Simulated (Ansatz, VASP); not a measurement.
**Two plane-wave programs on W**

The input INCAR:

```
SYSTEM = W
PREC = Accurate
ENCUT = 520
EDIFF = 1E-6
ISMEAR = 0
SIGMA = 0.1
LREAL = .False.
LASPH = .True.
NELM = 100
ALGO = Fast
ISIF = 2
LWAVE = .False.
LCHARG = .True.
GGA = PE
LELF = .True.
LVHAR = .True.
NBANDS = 13
```

The input KPOINTS:

```
Automatic mesh
0
Gamma
  18 18 18
  0 0 0
```

File POSCAR:

```
W
1.0
    0.0000000000      1.9970328000      1.9970328000
    1.9970328000      0.0000000000      1.9970328000
    1.9970328000      1.9970328000      0.0000000000
W
1
Direct
    0.0000000000      0.0000000000      0.0000000000
```

Input for Ansatz:

```yaml
crystal:
  lattice:
    - [0.0, 1.9970328, 1.9970328]
    - [1.9970328, 0.0, 1.9970328]
    - [1.9970328, 1.9970328, 0.0]
  atoms:
    - { symbol: W, position: [0.0, 0.0, 0.0] }
basis:
  ecutwfc: 420
kpoints:
  mp_grid: { grid: [18, 18, 18] }
hamiltonian:
  xc: pbe
scf:
  occupations: { method: gaussian, width: 0.1 }
output:
  forces: true
  stress: true
  eigenvalues: true
  populations: true
```

Alike in both runs: task single point; functional PBE; k mesh 18 × 18 × 18; occupations gaussian, width 0.1 eV; no spin polarisation.

```csv
,VASP,Ansatz
version,VASP 6.6.1,Ansatz 0.2.0
potentials or method,"VASP PAW PBE potentials, release 64 (W_sv)","scalar-relativistic, plane waves, PAW"
plane-wave cutoff (eV),520,420
valence electrons in the cell,14,14
```

|  | VASP | Ansatz | Ansatz less VASP |
| --- | --- | --- | --- |
| gap on the k mesh at the Fermi level (eV) | none | none | - |
| pressure (GPa) | 10.3 | 9.6 | -0.67 |

A gap of «none» marks a metal or a gap that the smearing closes. The functional is the same, so the differences come from potentials, cutoffs and numerics.

Spin-orbit coupling is left out, which matters for the levels of W.
